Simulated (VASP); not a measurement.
# OSiH2 in VASP: reference runs

Reference runs on OSiH2: the cell as given.

Program: VASP 6.6.1. These are calculated values, not measurements. Logs are shortened: lines on timing, memory, paths and dates and some standing lists are left out, and cuts for length are marked.

### 1 The molecule as given

The cell holds a molecule in a box, 4 atoms: a = 10.000 Å, b = 12.000 Å, c = 12.000 Å, α = 90.00°, β = 90.00°, γ = 90.00°.

### 2 Single point, PBE

The input, INCAR:

```
SYSTEM = SiH2O
  ALGO = Normal
  EDIFF = 1E-7
  ENCUT = 520
  GGA = PE
  ISIF = 2
  ISMEAR = 0
  LASPH = .TRUE.
  LCHARG = .FALSE.
  LREAL = .FALSE.
  LWAVE = .FALSE.
  NBANDS = 14
  NELM = 60
  PREC = Accurate
  SIGMA = 0.01
```

The input, KPOINTS:

```
k-points
0
G
  1 1 1
  0 0 0
```

The input, POSCAR:

```
SiH2O
1.0
   10.0000000000      0.0000000000      0.0000000000
    0.0000000000     12.0000000000      0.0000000000
    0.0000000000      0.0000000000     12.0000000000
O Si H
1 1 2
Direct
    0.4651450000      0.5538458300      0.6110750000
    0.4927950000      0.5202041700      0.4915250000
    0.5374550000      0.4072208300      0.4572666700
    0.4784650000      0.5962791700      0.3945916700
```

Potentials or basis: VASP PAW PBE potentials, release 64 (O, Si, H).

Run with:

```
$ cat potpaw_PBE.64/O/POTCAR potpaw_PBE.64/Si/POTCAR potpaw_PBE.64/H/POTCAR > POTCAR
$ mpirun -np 1 vasp_gam > vasp.out
```

OUTCAR:

```text
SYSTEM = SiH2O
   EDIFF = 1E-7
   ENCUT = 520
   GGA = PE
   ISIF = 2
   ISMEAR = 0
   LASPH = .TRUE.
   LREAL = .FALSE.
   NELM = 60
   PREC = Accurate

 ion  position               nearest neighbor table
   1  0.465  0.554  0.611-   2 1.52
   2  0.493  0.520  0.492-   3 1.49   4 1.49   1 1.52
   3  0.537  0.407  0.457-   2 1.49
   4  0.478  0.596  0.395-   2 1.49

  LATTYP: Found a simple tetragonal cell.
 ALAT       =    12.0000000000
 C/A-ratio  =     0.8333333333

  Lattice vectors:

 A1 = (   0.0000000000,  12.0000000000,   0.0000000000)
 A2 = (   0.0000000000,   0.0000000000,  12.0000000000)
 A3 = (  10.0000000000,   0.0000000000,   0.0000000000)

Analysis of symmetry for initial positions (statically):
=====================================================================
 Subroutine PRICEL returns:
 Original cell was already a primitive cell.

 Routine SETGRP: Setting up the symmetry group for a
 simple tetragonal supercell.

 Subroutine GETGRP returns: Found  1 space group operations
 (whereof  1 operations were pure point group operations)
 out of a pool of 16 trial point group operations.

The static configuration has the point symmetry C_1 .

Analysis of symmetry for dynamics (positions and initial velocities):
=====================================================================
 Subroutine PRICEL returns:
 Original cell was already a primitive cell.

 Routine SETGRP: Setting up the symmetry group for a
 simple tetragonal supercell.

 Subroutine GETGRP returns: Found  1 space group operations
 (whereof  1 operations were pure point group operations)
 out of a pool of 16 trial point group operations.

The dynamic configuration has the point symmetry C_1 .

 Subroutine INISYM returns: Found  1 space group operations
 (whereof  1 operations are pure point group operations),
 and found     1 'primitive' translations

----------------------------------------------------------------------------------------

                                     Primitive cell

  volume of cell :    1440.0000

  direct lattice vectors                    reciprocal lattice vectors
    10.000000000  0.000000000  0.000000000     0.100000000  0.000000000  0.000000000
     0.000000000 12.000000000  0.000000000     0.000000000  0.083333333  0.000000000
     0.000000000  0.000000000 12.000000000     0.000000000  0.000000000  0.083333333

  length of vectors
    10.000000000 12.000000000 12.000000000     0.100000000  0.083333333  0.083333333

  position of ions in fractional coordinates (direct lattice)
     0.465145000  0.553845830  0.611075000
     0.492795000  0.520204170  0.491525000
     0.537455000  0.407220830  0.457266670
     0.478465000  0.596279170  0.394591670

  ion indices of the primitive-cell ions
   primitive index   ion index
                 1           1
                 2           2
                 3           3
                 4           4

----------------------------------------------------------------------------------------

 KPOINTS: k-points

Automatic generation of k-mesh.
 Grid dimensions read from file:
 generate k-points for:    1    1    1

 Generating k-lattice:

  Cartesian coordinates                     Fractional coordinates (reciprocal lattice)
     0.100000000  0.000000000  0.000000000     1.000000000  0.000000000  0.000000000
     0.000000000  0.083333333  0.000000000     0.000000000  1.000000000  0.000000000
     0.000000000  0.000000000  0.083333333     0.000000000  0.000000000  1.000000000

  Length of vectors
     0.100000000  0.083333333  0.083333333

  Shift w.r.t. Gamma in fractional coordinates (k-lattice)
     0.000000000  0.000000000  0.000000000

 Subroutine IBZKPT returns following result:
 ===========================================

 Found      1 irreducible k-points:

 Following reciprocal coordinates:
            Coordinates               Weight
  0.000000  0.000000  0.000000      1.000000
   k-points           NKPTS =      1   k-points in BZ     NKDIM =      1   number of bands    NBANDS=     14
   number of dos      NEDOS =    301   number of ions     NIONS =      4
   total plane-waves  NPLWV = 648000
   dimension x,y,z NGX =    80 NGY =   90 NGZ =   90
   dimension x,y,z NGXF=   160 NGYF=  180 NGZF=  180
   ions per type =               1   1   2
   NGX,Y,Z   is equivalent  to a cutoff of  13.30, 12.47, 12.47 a.u.
   NGXF,Y,Z  is equivalent  to a cutoff of  26.60, 24.94, 24.94 a.u.
 SYSTEM =  SiH2O
   PREC   = accura    normal or accurate (medium, high low for compatibility)
   ISTART =      0    job   : 0-new  1-cont  2-samecut
   ICHARG =      2    charge: 1-file 2-atom 10-const
   ISPIN  =      1    spin polarized calculation?
   LNONCOLLINEAR =      F non collinear calculations
   LSORBIT =      F    spin-orbit coupling
   LASPH  =      T    aspherical Exc in radial PAW
   ENCUT  =  520.0 eV  38.22 Ry    6.18 a.u.  18.59 22.31 22.31*2*pi/ulx,y,z
   NELM   =     60;   NELMIN=  2; NELMDL= -5     # of ELM steps
   EDIFF  = 0.1E-06   stopping-criterion for ELM
   LREAL  =      F    real-space projection
   EDIFFG = 0.1E-05   stopping-criterion for IOM
   NSW    =      0    number of steps for IOM
   IBRION =     -1    ionic relax: 0-MD 1-quasi-New 2-CG
   NFREE  =      0    steps in history (QN), initial steepest desc. (CG)
   ISIF   =      2    stress and relaxation
   ISYM   =      2    0-nonsym 1-usesym 2-fastsym
   POTIM  = 0.5000    time-step for ionic-motion
   TEBEG  =    0.0;   TEEND  =   0.0 temperature during run
   PSTRESS=    0.0 pullay stress
   NELECT =      12.0000    total number of electrons
   NUPDOWN=      -1.0000    fix difference up-down
   EMIN   =  10.00;   EMAX   =-10.00  energy-range for DOS
   EFERMI =   0.00;   METHOD = LEGACY
   ISMEAR =     0;   SIGMA  =   0.01  broadening in eV -4-tet -1-fermi 0-gaus
   EFERMI_NEDOS =   21; number of points for ismear=-14 and -15
   IALGO  =     38    algorithm
   IMIX   =      4    mixing-type and parameters
     AMIX     =   0.40;   BMIX     =  1.00
     AMIX_MAG =   1.60;   BMIX_MAG =  1.00
  volume/ion in A,a.u.               =     360.00      2429.40
  Fermi-wavevector in a.u.,A,eV,Ry     =   0.331905  0.627210  1.498835  0.110161
  Thomas-Fermi vector in A             =   1.228460
   LORBIT       =      0    0 simple, 1 ext, 2 COOP (PROOUT), +10 PAW based schemes
   GGA     = PE    functional components
   LHFCALC =     F    Hartree Fock is set to
   AEXX    =    0.0000 exact exchange contribution
   IVDW    =     0    specifies the selected vdW correction
   LEPSILON=     F    determine dielectric tensor
   LRPA    =     F    only Hartree local field effects (RPA)
 non-spin polarized calculation
 Gauss-broadening in eV      SIGMA  =   0.01
  energy-cutoff  :      520.00
  volume of cell :     1440.00
 maximum number of plane-waves:     19397
 NGX is ok and might be reduce to    80
   NGX = 37   NGY = 45   NGZ = 45

 number of electron      11.9999998 magnetization

 Free energy of the ion-electron system (eV)
  ---------------------------------------------------
  ext. energy  EPLUGINS =         0.00000000
  ---------------------------------------------------
  free energy    TOTEN  =       -18.17401597 eV

  energy without entropy =      -18.17401597  energy(sigma->0) =      -18.17401597

 E-fermi :  -6.5533     XC(G=0):  -0.6705

 val. band max:       -6.6127557539   @ k =   0.0000   0.0000   0.0000
 cond. band min:      -2.9887874506   @ k =   0.0000   0.0000   0.0000
 fundamental gap:      3.6239683033
 Fermi energy:        -6.5533227397

 k-point     1 :       0.0000    0.0000    0.0000
  band No.  band energies     occupation
      1     -22.9446      2.00000
      2     -12.8202      2.00000
      3      -9.4954      2.00000
      4      -8.2572      2.00000
      5      -7.6920      2.00000
      6      -6.6128      2.00000
      7      -2.9888      0.00000
      8      -1.1104      0.00000
      9      -0.4014      0.00000
     10       0.0625      0.00000
     11       0.6963      0.00000
     12       0.8087      0.00000
     13       1.0190      0.00000
     14       1.2372      0.00000

------------------------ aborting loop because EDIFF is reached ----------------------------------------

  FORCE on cell =-STRESS in cart. coord.  units (eV):
  Direction    XX          YY          ZZ          XY          YZ          ZX
  --------------------------------------------------------------------------------------
  -------------------------------------------------------------------------------------
  Total        0.0450258      0.3736469      1.5350111     -0.1647652      0.3535683     -0.2866857
  in kB        0.0500967      0.4157281      1.7078889     -0.1833216      0.3933883     -0.3189732
  external PRESSURE =       0.7245713 kB  Pullay stress =       0.0000000 kB

 VOLUME and BASIS-vectors are now :
 -----------------------------------------------------------------------------
  energy-cutoff  :      520.00
  volume of cell :     1440.00
      direct lattice vectors                 reciprocal lattice vectors
    10.000000000  0.000000000  0.000000000     0.100000000  0.000000000  0.000000000
     0.000000000 12.000000000  0.000000000     0.000000000  0.083333333  0.000000000
     0.000000000  0.000000000 12.000000000     0.000000000  0.000000000  0.083333333

 POSITION                                       TOTAL-FORCE (eV/Angst)
 -----------------------------------------------------------------------------------
      4.65145      6.64615      7.33290        -0.199584      0.285273      1.017788
      4.92795      6.24245      5.89830         0.166974     -0.236068     -0.850086
      5.37455      4.88665      5.48720         0.050364     -0.154602     -0.041311
      4.78465      7.15535      4.73510        -0.017755      0.105397     -0.126391
 -----------------------------------------------------------------------------------
    total drift:                                0.000143     -0.000229     -0.000086

  FREE ENERGIE OF THE ION-ELECTRON SYSTEM (eV)
  ---------------------------------------------------
  free  energy   TOTEN  =       -18.1740159668 eV

  energy  without entropy=      -18.1740159668  energy(sigma->0) =      -18.17401597
```

Run time: 2.6 min. Hardware: 1 thread of AMD EPYC 7R13 (Zen 3), shared host; peak memory 1 GiB.

What came out:

| Property | Result |
| --- | --- |
| Free energy | -18.1740 eV |
| Largest force | 1.076 eV/Å |
| Gap between the frontier levels | 3.62 eV |

Forces on the atoms (eV/Å):
```
O   -0.200  0.285  1.018
Si   0.167 -0.236 -0.850
H    0.050 -0.155 -0.041
H   -0.018  0.105 -0.126
```

PBE gaps usually lie below the measured ones, often by a third to a half.
